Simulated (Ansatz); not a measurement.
GaAs: from a guess to a relaxed structure

Theory: DFT PBE, scalar-relativistic, plane waves, PAW in Ansatz 0.2.0. Cutoff 420 eV, Gaussian smearing, Γ-centred meshes. Cell and atoms relax first on a coarse mesh and then on a finer one. In between, the cell is made exact in the group found at 0.06 Å. In metals the finer mesh still leaves noise of several meV/atom or more. The steps can't lower the symmetry of their start. No spin polarisation.

The guess for GaAs was made by a generator: random cell by space group and Wyckoff sites (I4/mmm, No. 139). Lengths were set from tabulated atomic sizes, so they are only a guess.

```cif
data_structure
_symmetry_space_group_name_H-M 'I4/mmm'
_symmetry_Int_Tables_number 139
_cell_length_a 4.5611
_cell_length_b 4.5611
_cell_length_c 5.4072
_cell_angle_alpha 90.000
_cell_angle_beta 90.000
_cell_angle_gamma 90.000
_cell_volume 112.49
loop_
_atom_site_label
_atom_site_type_symbol
_atom_site_symmetry_multiplicity
_atom_site_Wyckoff_symbol
_atom_site_fract_x
_atom_site_fract_y
_atom_site_fract_z
_atom_site_occupancy
Ga1 Ga 2 a 0.00000 0.00000 0.00000 1
As1 As 2 b 0.00000 0.00000 0.50000 1
```

Formation energies are uncorrected and refer to the elements' standard structures at the same level.

**Question.** Where does the relaxation end?

**Answer.** The symmetry goes from I4/mmm (No. 139) to Fm-3m (No. 225). The end has the rock salt type. The volume per atom shrinks by 30.3 %, from 28.1 to 19.6 Å³. The shortest distance stays 2.70 Å (Ga–As). The energy falls by about 0.40 eV/atom (the start's value is from the coarse mesh). The end is written in a standard setting, so origin, axes and order of atoms can differ from the start's. Conventional cell: a = 5.392 Å. Around Ga lie 6 As at 2.70 Å; around As lie 6 Ga at 2.70 Å.

Space group Fm-3m (No. 225). a = 5.392 Å, b = 5.392 Å, c = 5.392 Å, α = 90.00°, β = 90.00°, γ = 90.00°
| atom | site | symmetry | x | y | z |
| --- | --- | --- | --- | --- | --- |
| Ga | 4a | m-3m | 0.0000 | 0.0000 | 0.0000 |
| As | 4b | m-3m | 0.5000 | 0.0000 | 0.0000 |

**Question.** How does it come out in energy, and is it a metal?

**Answer.**

* Formation energy: −0.03 eV/atom
* Gap on the 18×18×18 mesh of the 2-atom cell: 0 eV (a metal)

The formation energy is too near zero to say whether this cell lies below the elements.

The last run used Gaussian smearing of 0.10 eV. For metals, differences of a few meV/atom aren't resolved. The reference form of As is held partly by dispersion forces, which this level lacks. Symmetry constrained the relaxation, so the result can be a saddle point. In all, the 3 runs took 35 s on 1 thread of Intel(R) Xeon(R) Platinum 8375C CPU @ 2.90GHz (Ice Lake), with other jobs on the host.
